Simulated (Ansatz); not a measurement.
**Hg (dhcp): energy against volume**

The calculation used DFT, PBE, plane waves (420 eV) with PAW, scalar-relativistic in Ansatz 0.2.0.

The cell is scaled uniformly from the relaxed one, with fractional coordinates and shape fixed. Energies are extrapolated to zero smearing, pressures are those at the given smearing. Magnetic state: spin not included.

A Birch-Murnaghan fit gives V₀ = 31.29 Å³/atom, B₀ = 6.8 GPa, B₀′ = 5.8.

(1) What are the energy above the minimum and the pressure at 29.889 Å³/atom?

(2) What are the energy above the minimum and the pressure at 32.380 Å³/atom?

(3) What are the energy above the minimum and the pressure at 34.871 Å³/atom?

This functional, with no dispersion term, lets the cell expand far past the measured one.

Answers

(1) 1.5 meV/atom and 0.26 GPa as computed.

(2) 0.7 meV/atom and -0.25 GPa as computed.

(3) 6.8 meV/atom and -0.55 GPa as computed.
